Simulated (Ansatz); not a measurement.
Crystal: KBr.

```
CELL_PARAMETERS angstrom
0.00000 3.30000 3.30000
3.30000 0.00000 3.30000
3.30000 3.30000 0.00000
ATOMIC_POSITIONS crystal
Br 0.50000 0.50000 0.50000
K 0.00000 0.00000 0.00000
```

```yaml
Program: Ansatz 0.2.0
Task: relaxation of cell and atoms
Functional: revPBE
Dispersion: D4
Potentials_or_basis: all-electron LAPW, scalar-relativistic
Basis_error_allowed: 0.001 eV/atom
k_mesh: 7 × 7 × 7
Occupations: fermi-dirac, width 0.05 eV
Spin: no spin polarisation
```

At the start: volume 35.94 Å³/atom.

**Question.** How do energy, volume and symmetry change on relaxing?

**Answer.** Over 4 steps the energy falls by 5.3 meV/atom and the volume is 37.97 Å³/atom (+5.7 %); space group Fm-3m (No. 225, to 0.05 Å).

Step by step:
```
step  energy change (eV)  largest force (eV/Å)  volume (Å³)
   1              0.0000                0.0000        71.87
   2             -0.0073                0.0000        73.71
   3             -0.0106                0.0000        75.94
   4             -0.0106                0.0000        75.94
```

Final structure:
```xyz
2
Lattice="0.0000 3.3612 3.3612 3.3612 0.0000 3.3612 3.3612 3.3612 0.0000" Properties=species:S:1:pos:R:3 pbc="T T T"
Br    3.3612    3.3612    3.3612
K     0.0000    0.0000    0.0000
```
